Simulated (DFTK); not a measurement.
The system is KTaO3.

```
Ta K O
1.0
     3.98830    0.00000    0.00000
     0.00000    3.98830    0.00000
     0.00000    0.00000    3.98830
Ta K O
1 1 3
Direct
  0.00000 0.00000 0.00000
  0.50000 0.50000 0.50000
  0.00000 0.00000 0.50000
  0.00000 0.50000 0.00000
  0.50000 0.00000 0.00000
```

Base run:

| Quantity | Value |
| --- | --- |
| Program | DFTK 0.8.2 |
| Functional | r2SCAN |
| Potentials or basis | in-house norm-conserving set (r2SCAN, scalar relativistic) |
| Cutoff | 1279 eV |
| k mesh | 4 × 4 × 4 |
| Occupations | fermi-dirac, width 0.05 eV |
| Spin | no spin polarisation |

Its results: band gap on the k mesh 2.62 eV, indirect (least direct gap 3.26 eV); pressure 0.8 GPa.

Q: The run is repeated on the same cell with these changes: functional from r2SCAN to TASK. What comes out?

A: Band gap on the k mesh 3.13 eV, indirect (least direct gap 3.77 eV); pressure 10.4 GPa.

Caveats: the program warned that the kinetic-energy density falls under its von Weizsäcker bound, which can give unphysical results; spin-orbit coupling is left out, which moves the levels of the heavy elements; the potentials were made for another functional, which shifts forces and pressure (some runs).

Not every run made on this cell is shown here.
